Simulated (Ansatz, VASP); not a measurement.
# Cross-check of Al32O47 (V_O) between VASP and Ansatz

One calculation is typed for both programs; each brings its own data sets. How far apart do they land? The cell is taken from a series of runs on this material, whose earlier steps may have relaxed, scaled, displaced or heated it; both programs get it as it stands.

Program: Ansatz 0.2.0. Level of theory: plane waves, with VASP 6.6.1 beside it; single point at HSE06 form with 30 % exact exchange with an exact-exchange share of 0.3. Results are calculated unless marked as measured.

**1. Starting point**

The cell holds 79 atoms: 32 Al and 47 O. Cell: a = 10.278 Å, b = 10.278 Å, c = 10.278 Å, α = 55.3°, β = 55.3°, γ = 55.3°. It derives from Al2O3 (Al2O3 (R-3c)). Nearest the centre at fractional (0.625, 0.278, 0.472): Al17 at 1.76 Å, Al2 at 1.77 Å, Al24 at 1.99 Å, Al23 at 2.00 Å, O79 at 2.51 Å, O40 at 2.51 Å, O65 at 2.61 Å, O42 at 2.63 Å.

Coordinates:

```xyz
79
Lattice="4.7733 2.7559 8.6752 -4.7733 2.7559 8.6752 0.0000 -5.5117 8.6752" Properties=species:S:1:pos:R:3 pbc="T T T"
Al   -0.0044   -0.0017    8.4412
Al    0.0833    0.0024   11.1346
Al   -0.0021   -0.0012    1.9198
Al   -0.0223   -0.0100    4.5775
Al   -0.0043   -2.7586   12.7661
Al   -0.0020   -2.7626   15.4220
Al    0.0020   -2.7585    6.2585
Al   -0.0006   -2.7599    8.9117
Al   -2.3894    1.3782   12.7643
Al   -2.3889    1.3773   15.4212
Al   -2.3854    1.3696    6.2546
Al   -2.3818    1.3716    8.9156
Al   -2.3844   -1.3829   17.0989
Al   -2.3869   -1.3844   19.7552
Al   -2.3687   -1.3646   10.5928
Al   -2.3864   -1.3778   13.2505
Al    2.3411    1.3059   12.7109
Al    2.3886    1.3799   15.4044
Al    2.3815    1.3716    6.2580
Al    2.3893    1.3775    8.9127
Al    2.3866   -1.3773   17.0994
Al    2.3860   -1.3765   19.7563
Al    2.3948   -1.3917   10.5854
Al    2.3927   -1.3930   13.2600
Al    0.0049    2.7531   17.0987
Al    0.0027    2.7573   19.7547
Al   -0.0001    2.7542   10.5945
Al   -0.0003    2.7541   13.2511
Al    0.0039   -0.0040   21.4406
Al    0.0013   -0.0055   24.0971
Al   -0.0028   -0.0036   14.9328
Al    0.0062    0.0003   17.5875
O     0.9224   -1.3806    5.4158
O     1.6539    0.1118    7.5881
O    -1.6681   -0.1241    5.4146
O     0.7261    1.4887    5.4132
O    -0.7288   -1.4956    7.5852
O    -0.9256    1.3748    7.5863
O     0.9281   -4.1333    9.7570
O     1.6565   -2.6264   11.9245
O    -1.6540   -2.8681    9.7544
O     0.7432   -1.2671    9.7543
O    -0.7330   -4.2487   11.9226
O    -0.9165   -1.3763   11.9270
O    -1.4469    0.0036    9.7557
O    -0.7293    1.4963   11.9258
O    -4.0438    1.2633    9.7524
O    -1.6560    2.8679    9.7535
O    -3.1158   -0.1127   11.9230
O    -3.3201    2.7553   11.9231
O    -1.4606   -2.7571   14.0931
O    -0.7278   -1.2673   16.2583
O    -4.0463   -1.4935   14.0886
O    -1.6596    0.1117   14.0935
O    -3.1161   -2.8725   16.2604
O    -3.3118   -0.0042   16.2609
O     3.3079   -0.0014    9.7623
O     4.0350    1.4825   11.9186
O     0.7393    1.2684    9.7552
O     3.1180    2.8700    9.7519
O     1.4537    2.7566   11.9197
O     3.3144   -2.7642   14.0922
O     4.0444   -1.2689   16.2598
O     0.7321   -1.4887   14.0833
O     3.1107    0.0997   14.0911
O     1.6575   -2.8696   16.2565
O     1.4611    0.0005   16.2575
O     0.9167    1.3709   14.0904
O     1.6570    2.8659   16.2592
O    -1.6587    2.6404   14.0935
O     0.7292    4.2450   14.0919
O    -0.7321    1.2625   16.2642
O    -0.9270    4.1294   16.2624
O     0.9275   -1.3782   18.4273
O     1.6587    0.1182   20.5976
O    -1.6518   -0.1197   18.4286
O     0.7326    1.4924   18.4324
O    -0.7334   -1.4876   20.5979
O    -0.9423    1.3850   20.5962
```

**2. Ansatz: single point, HSE06 form with 30 % exact exchange with an exact-exchange share of 0.3**

Ansatz runs on its PAW soft_1 files.

With cell and atoms fixed, the geometry can't cause a difference; cores, projectors, grids and the points listed under the comparison can.

Input file input.yaml:

```yaml
crystal:
  checkpoint: "../q0.relax.run"
  host: checkpoint
basis:
  ecutwfc: 420
  xc_grid: 2
hamiltonian:
  xc: { preset: hse06, exx: 0.3 }
  pseudopotentials: { kind: paw, azcp: { folder: soft_1 } }
kpoints:
  mp_grid: { grid: [1, 1, 1], shift: [0.25, 0.25, 0.25] }
scf:
  occupations: { method: fixed }
  max_iter: 100
output:
  forces: true
  charged_corrections:
    epsilon: [3.29, 3.29, 3.26]
    static_epsilon: [9.66, 9.66, 11.75]
    defect_position: [0.625, 0.277916, 0.472084]
  eigenvalues: true
  eigenstates: { localisation: true }
checkpoint:
  read: "../q0.relax.run"
  write: "../q0.a30.run"
  compress: false
  write_wavefunctions: false
  write_every: 100000
```

Launch:

```sh
$ ansatz run input.yaml --threads 32 --pin off --max-ram 84787MiB --backend cuda --events-out ev --progress --plain --runs-dir out --max-vram 78GiB
```

Numbers of over 12 decimals in the logs are rounded to 6 here.

What it wrote:

```text
Warning: kpoints.mp_grid.shift: disabling space-group detection — at a shift other than 0 and half a step a hybrid functional's run that is held to the crystal's symmetry can end above its lowest state, and by default nothing tells of it, so the full k-mesh is solved, and no spatial operation symmetrises the density, except that the density of a phonon batch's undisplaced supercell is averaged over the supercell's ow
Warning: checkpoint.read: hamiltonian.xc differs: saved pbesol, current {"exchange":"pbe","correlation":"pbe","exx":{"coeff":0.3,"omega":0.207870}}; the SCF iterates under this deck's functional from the saved state
crystal.checkpoint: the structure is that of <dir>, a `relax` run, at its step 5: its result, under pbesol at a charge of 0 e; 79 atoms read, 0 with a starting moment; this deck's functional is {"exchange":"pbe","correlation":"pbe","exx":{"coeff":0.3,"omega":0.207870}}; crystal.structure_sha256 for this input is
exact exchange: scf.exx.singularity resolves to wigner_seitz, which cuts the screened interaction at the faces of the exchange supercell's Wigner-Seitz cell, so that each pair interacts once, at the shortest of its separations (the periodic images that this leaves out come, for a point-like exchange hole, to about 0.020 eV on a filled level). The cut falls within the interaction's reach, and what an exchange supercel
Engine: ansatz 0.2.0, aarch64-unknown-linux-gnu
Pseudopotentials: kind: paw
Pseudopotential: Al, paw, valence charge 3, recommended cutoff 420 eV (normal), soft_1/Al.paw.azcp
Pseudopotential: O, paw, valence charge 6, recommended cutoff 420 eV (normal), soft_1/O.paw.azcp
Functional definition: unnamed
  parameter a_1 = 0.3
  parameter omega_1 = 0.207870/angstrom
  exchange = pbe_x + (-a_1)*pbe_x_sr(omega_1) + a_1*exact_x_sr(omega_1)
  correlation = pbe_c
davidson cushion auto → on  (no smearing: the cushion is to keep the highest requested band from converging to the state above it; pin scf.eigensolver.cushion to override)
device memory: the entry about to start is reckoned to put 3.4 GiB on a device that reports 182.5 GiB free (of which the cap on the GPU budget leaves the run 78.0 GiB)
GPU FFT provider: cuFFT
GPU libraries: cuBLAS 13.8.1, cuFFT 12.4.0, cuSOLVER 12.3.2
GPU matrix products: emulated (plane waves: as basis.precision tells), large ones in fixed point in workspaces of 1.00 GiB
Crystal: 79 atoms, lattice volume = 684.717 Å³
Basis set: ecut = 420 eV, 13355 PW (Γ), exchange–correlation on 144×144×144 points (8 copies of the dense FFT grid, shifted against one another)
Bands: 268, of which v1, the nominal top of the filled ones, is band 189 counted from 1 (188 counted from 0)
Symmetry: 1 space group operations
k-points: 1
Non-local potential: Al, projectors of the file, l = 0: 2, l = 1: 2, l = 2: 1
Non-local potential: O, projectors of the file, l = 0: 2, l = 1: 2, l = 2: 1
PAW form: soft (Blöchl's): semilocal exchange-correlation on the pseudo side does not see the compensation charge
PAW frozen core: Al, regenerated for the run's functional, and the local potential with it (the file was generated under x = pbe(κ = 0.804, μ = 0.219515), c = pbe(β = 0.066725))
PAW frozen core: O, regenerated for the run's functional, and the local potential with it (the file was generated under x = pbe(κ = 0.804, μ = 0.219515), c = pbe(β = 0.066725))
PAW one-centre angular grid: Al, 110 points (default); XC on 64 Gauss nodes
PAW one-centre angular grid: O, 110 points (default); XC on 96 Gauss nodes
Initial density: read from a saved state, or passed on in memory by an earlier SCF of this step, an earlier step, the calling program or the single point that the run made first
Initial wavefunctions: pseudopotential atomic-orbital guess
GPU buffer pool allocated for 373248 grid points (all kernels)
GPU transforms: local potential and band sums: pruned to the plane-wave sphere, on 72×72×72
Functional: x = pbe(κ = 0.804, μ = 0.219515), c = pbe(β = 0.066725), warm-up for x = pbe(κ = 0.804, μ = 0.219515) + 0.3 (exact − pbe) at short range (hse, ω = 0.207870 Å⁻¹), c = pbe(β = 0.066725)
iter 1 solved again at ethr=3.37e-4 eV; its pass at ethr=1.00e-1 eV (dr2=1.28e0 eV) is discarded
SCF iter   1: F=—  HF=-43985.551724 eV  |Δ(HF+E_count)|=         —  Δρ=1.59e-2  dr2=1.28e0  Hψ=2071
preconditioner: auto → none  [insulator: Δε(μ)=4.232 eV  Ē_g=17.441 eV  n_scr=174 (ndim 8)  ℏωp=27.6 eV  f_vac=0.000]
SCF iter   2: F=—  HF=-43985.229857 eV  |Δ(HF+E_count)|=   3.22e-1  Δρ=6.20e-3  dr2=1.54e-1  Hψ=802
iter 3 solved again at ethr=4.26e-7 eV; its pass at ethr=4.06e-5 eV (dr2=1.61e-3 eV) is discarded
SCF iter   3: F=-43985.181327 eV  HF=-43985.181227 eV  |Δ(HF+E_count)|=   4.86e-2  Δρ=7.41e-4  dr2=1.61e-3  Hψ=1509
SCF 1 stopped early in 3 iterations: F = -43985.181327 eV  dr2 = 1.61e-3
  greatest PAW one-centre occupation: 0.859 electrons in one spin orbital (limit 2), on the O atom at site 15 (counted from 0), in its partial waves of l = 0
device memory: the entry about to start is reckoned to put 4.6 GiB (of the 4.9 GiB reckoned in all, the device holds 0.3 GiB already) on a device that reports 182.2 GiB free (of which the cap on the GPU budget leaves the run 77.7 GiB)
GPU FFT provider: cuFFT
GPU libraries: cuBLAS 13.8.1, cuFFT 12.4.0, cuSOLVER 12.3.2
GPU matrix products: emulated (plane waves: as basis.precision tells), large ones in fixed point in workspaces of 1.00 GiB
Initial density: handed on by an earlier stage of this run
Initial wavefunctions: those handed on with the density
GPU buffer pool allocated for 373248 grid points (all kernels)
GPU transforms: local potential and band sums: pruned to the plane-wave sphere, on 72×72×72
Functional: x = pbe(κ = 0.804, μ = 0.219515) + 0.3 (exact − pbe) at short range (hse, ω = 0.207870 Å⁻¹), c = pbe(β = 0.066725)
Exchange kernel: α = 0.3000, screened, ω = 0.2079 Å⁻¹, Wigner–Seitz truncation, v(0) = 850.7593 eV·Å³, q-mesh 1×1×1, nearest image of the exchange supercell L = 9.55 Å, pair-density grid 45×45×45, without the augmentation charges, whose exchange is taken in its separable form (sized by the pseudopotential files, 54×54×64 at the most)
Frozen-core exchange: fock
SCF iter   1: F=—  HF=-43998.832206 eV  |Δ(HF+E_count)|=         —  Δρ=9.83e-3  dr2=3.33e-1  Hψ=1481
preconditioner: auto → none  [insulator: Δε(μ)=5.612 eV  Ē_g=20.397 eV  n_scr=174 (ndim 8)  ℏωp=27.6 eV  f_vac=0.000]
SCF iter   2: F=—  HF=-43998.705425 eV  |Δ(HF+E_count)|=   1.27e-1  Δρ=4.62e-3  dr2=7.65e-2  Hψ=936
SCF iter   3: F=—  HF=-43998.880212 eV  |Δ(HF+E_count)|=   1.75e-1  Δρ=9.80e-4  dr2=6.60e-3  Hψ=934
SCF iter   4: F=—  HF=-43998.878520 eV  |Δ(HF+E_count)|=   1.69e-3  Δρ=2.12e-4  dr2=4.79e-4  Hψ=702
SCF iter   5: F=-43998.880036 eV  HF=-43998.880049 eV  |Δ(HF+E_count)|=   1.53e-3  Δρ=1.17e-4  dr2=7.21e-5  Hψ=952
SCF 2 stopped early in 5 iterations: F = -43998.880036 eV  dr2 = 7.21e-5
  Residual-converged pass: ⟨swp⟩=4.0  Hψ=729  notcnv=0  max |occ|·‖R‖ = 6.1e-6 eV (tolerance 6.7e-6 eV)  dr2=7.19e-5  dr2_onsite=3.38e-6  max |Δocc| = 0.0e0
  greatest PAW one-centre occupation: 0.862 electrons in one spin orbital (limit 2), on the O atom at site 15 (counted from 0), in its partial waves of l = 0
hybrid outer 1: dexx = +2.174e-1 eV, tail = 4.19e-4 eV
GPU FFT provider: cuFFT
GPU libraries: cuBLAS 13.8.1, cuFFT 12.4.0, cuSOLVER 12.3.2
GPU matrix products: emulated (plane waves: as basis.precision tells), large ones in fixed point in workspaces of 1.00 GiB
GPU buffer pool allocated for 373248 grid points (all kernels)
GPU transforms: local potential and band sums: pruned to the plane-wave sphere, on 72×72×72
Exchange kernel: α = 0.3000, screened, ω = 0.2079 Å⁻¹, Wigner–Seitz truncation, v(0) = 850.7593 eV·Å³, q-mesh 1×1×1, nearest image of the exchange supercell L = 9.55 Å, pair-density grid 45×45×45, without the augmentation charges, whose exchange is taken in its separable form (sized by the pseudopotential files, 54×54×64 at the most)
Frozen-core exchange: fock
SCF iter   1: F=—  HF=-43998.879281 eV  |Δ(HF+E_count)|=         —  Δρ=6.09e-5  dr2=2.25e-5  Hψ=623
preconditioner: auto → none  [insulator: Δε(μ)=5.727 eV  Ē_g=20.387 eV  n_scr=174 (ndim 8)  ℏωp=27.6 eV  f_vac=0.000]
SCF iter   2: F=—  HF=-43998.879281 eV  |Δ(HF+E_count)|=   2.44e-7  Δρ=2.19e-5  dr2=1.63e-6  Hψ=903
SCF iter   3: F=—  HF=-43998.879283 eV  |Δ(HF+E_count)|=   1.95e-6  Δρ=1.14e-5  dr2=4.77e-7  Hψ=975
SCF iter   4: F=—  HF=-43998.879283 eV  |Δ(HF+E_count)|=   6.73e-8  Δρ=5.11e-6  dr2=1.00e-7  Hψ=685
SCF iter   5: F=-43998.879283 eV  HF=-43998.879283 eV  |Δ(HF+E_count)|=   7.11e-8  Δρ=4.23e-6  dr2=7.30e-8  Hψ=885
SCF 3 converged in 5 iterations: F = -43998.879283 eV  dr2 = 7.30e-8
  Residual-converged pass: ⟨swp⟩=2.0  Hψ=511  notcnv=0  max |occ|·‖R‖ = 2.7e-6 eV (tolerance 2.8e-6 eV)  dr2=7.44e-8  dr2_onsite=5.87e-9  max |Δocc| = 0.0e0
  greatest PAW one-centre occupation: 0.862 electrons in one spin orbital (limit 2), on the O atom at site 78 (counted from 0), in its partial waves of l = 0
hybrid outer 2: dexx = +3.114e-6 eV, tail = 2.26e-7 eV, Δε = 2.22e-3 eV (about 6.60e-5 eV left of the loop's levels), ΔF = 6.84e-3 eV/Å (tail 5.52e-4)
hybrid SCF converged: 2 outer / 10 inner (+3 warm-up), last move |dexx| = 3.11e-6 eV, tail = 2.26e-7 eV
Stability not checked: this state was not tested for a lower state beside it, because the functional holds exact exchange (a hybrid, or Hartree-Fock), whose exchange loop this test does not read (fock_operator; see scf.lower_state_search)
Free energy (F): -43998.879283 eV
Frozen-core exchange: fock
Harris-Foulkes:  -43998.879283 eV  (|F-HF|=6.31e-8)
Internal energy: -43998.879283 eV  (E = F + TS)
E sigma→0 (E₀):  -43998.879283 eV
Fermi energy:    9.031502 eV
--- Per-component energies (eV) ---
  E_band       = -355.647955
  E_kinetic    = 9012.281860
  E_local      = -15806.300409  (includes V_loc(G=0)·N_el)
  E_nonlocal   = 2671.625855
  E_hartree    = 6077.262002
  E_xc         = -3580.362534
  E_vxc        = -4066.295003  (∫ρ·V_xc dr)
  E_exx        = -1283.803724  (= α·E_x^exact, valence–valence)
  E_paw        = -22511.919204  (= ΣΔE_a)
  E_vpaw       = -1753.953136  (= ΣTr[D̂ρ^β])
  E_aug_tail   = 0.036752  (compensation charges beyond the density's cutoff)
  E_ewald      = -18574.482057
  E_core_change = -3.217791  (= ΣΔE_core)
  E_smearing   = -0.000000  (= −TS)
  E_closure    = -0.000034  (closes the sum)
  Σ components = -43998.879283   (vs F -43998.879283, Δ=7.28e-12)
--- Forces (eV/Å), atoms counted from 1 ---
  atom   1  Al    -0.00747889     0.00447028     0.04906614
  atom   2  Al    -0.15710346     0.02304284    -0.11807452
  atom   3  Al     0.00136104    -0.00073770     0.04495366
  atom   4  Al    -0.00767852    -0.00376642    -0.04267817
  atom   5  O     -0.00515043    -0.00433129     0.00127273
  atom   6  O      0.00617920    -0.00154235    -0.00545745
  [... 73 more lines of this table ...]
  max |Σ_I F_I| component: 2.12e-5 eV/Å
--- Band table (eV) ---
  k-point 0: bands = ["-15.0439", "-14.5061", "-14.0565", "-14.0500", "-14.0197", "-13.9903", "-13.9573", "-13.9059", "-13.7619", "-13.7461", "-13.6793", "-13.5852", "-13.1985", "-13.1914", "-13.1754"
```

(Continued in part 2 of 2.)

[Lines on the potential files, build, host, timing and source positions are cut from VASP's logs without a mark.]

[Logs are printed without paths, hosts, clocks, repeated set-up lines and the standing remarks that a program may print on its own settings, such as how far it seeks lower states.]

[Hosts, paths, dates, database ids (printed as entryN), source tags and the programs' standing remarks are cut or masked in the printed files.]
